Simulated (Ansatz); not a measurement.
# BN: the band gap up the ladder of functionals

An exercise on one series of results from a longer session: the logs are not shown, and one member is left open.

The runs shown are made with Ansatz 0.2.0. PAW datasets, plane waves. No spin polarisation and no zero-point or thermal motion.

### The system as given

The cell was relaxed beforehand with r2SCAN.

The symmetry is P6_3mc (No. 186, hexagonal); conventional cell a = 2.544 Å, c = 4.208 Å, 5.90 Å³ an atom. B has 4 N at 1.56–1.58 Å; N has 4 B at 1.56–1.58 Å.

The structure in full:

Space group P6_3mc (No. 186). a = 2.544 Å, b = 2.544 Å, c = 4.208 Å, α = 90.00°, β = 90.00°, γ = 120.00°
```csv
atom,site,symmetry,x,y,z
B,2b,3m.,0.3333,0.6667,0.0002
N,2b,3m.,0.3333,0.6667,0.3748
```

The first run:

The input, input.yaml:

```yaml
crystal:
  lattice:
    - [2.5439500161, 0.0, 0.0]
    - [-1.2719750081, 2.2031253399, 0.0]
    - [0.0, 0.0, 4.207815301]
  atoms:
    - { symbol: B, position: [0.3333333333, 0.6666666667, 0.0002034636] }
    - { symbol: B, position: [0.6666666667, 0.3333333333, 0.5002034636] }
    - { symbol: "N", position: [0.3333333333, 0.6666666667, 0.3747965364] }
    - { symbol: "N", position: [0.6666666667, 0.3333333333, 0.8747965364] }
kpoints:
  mp_grid: { grid: [12, 12, 6] }
  band_path:
    path:
      - [[0.0, 0.0, 0.0], [0.5, 4.524814296932e-17, 2.563423108775e-35], [0.3333333333333, 0.3333333333333, -3.035748432921e-34], [0.0, 0.0, 0.0], [-1.448829758392e-51, -6.954077647058e-51, 0.5], [0.5, 4.524814296932e-17, 0.5], [0.3333333333333, 0.3333333333333, 0.5], [-1.448829758392e-51, -6.954077647058e-51, 0.5]]
      - [[0.5, 4.524814296932e-17, 0.5], [0.5, 4.524814296932e-17, 2.563423108775e-35]]
      - [[0.3333333333333, 0.3333333333333, 0.5], [0.3333333333333, 0.3333333333333, -3.035748432921e-34]]
    npoints: 10
hamiltonian:
  xc: pbe
scf:
  occupations: { method: fermi_dirac, width: 0.02 }
  n_extra_bands: 5
output:
  forces: true
  stress: true
  eigenvalues: true
  write_density: true
  write_potential: true
  elf: true
  volumetric_format: npy
```

The run is started by

```
$ ansatz run input.yaml --threads 2 --pin off --max-ram 2211MiB --backend cpu --events-out ev --progress --plain --runs-dir out
```

Steps of the session up to this table: Band structure with PBE; r2SCAN at the same geometry; HSE06; G0W0 on PBE; Single point with PBE0.

One table of the session follows, with a row left open; its other results are not shown here.

| level | gap (eV) |
| --- | --- |
| PBE | 5.21 |
| r2SCAN | ? |
| HSE06 | 6.53 |
| G0W0@PBE (70 empty bands) | 6.60 |
| PBE0 | 7.29 |

Estimate the missing values for r2SCAN.

As computed: gap (eV): 5.75. In the column «gap (eV)» it lies between PBE (5.21) and HSE06 (6.53).

Meshes: PBE 12×12×6, r2SCAN 12×12×6, HSE06 9×9×4, PBE0 9×9×4

What this shows: PBE gives the least gap, 5.21 eV, and PBE0 the largest, 7.29 eV. Against G0W0@PBE, PBE is short by 1.39 eV, at 79 % of it, and r2SCAN 87 %. PBE0 lies 0.76 eV above HSE06, which differs from it by screening the long-range exchange. The G0W0 figures hold for the stated bands, cutoff and mesh and aren't extrapolated.

Caveats from the session: Warnings in the runs' records: stress exchange threshold loose, stress scf threshold loose.
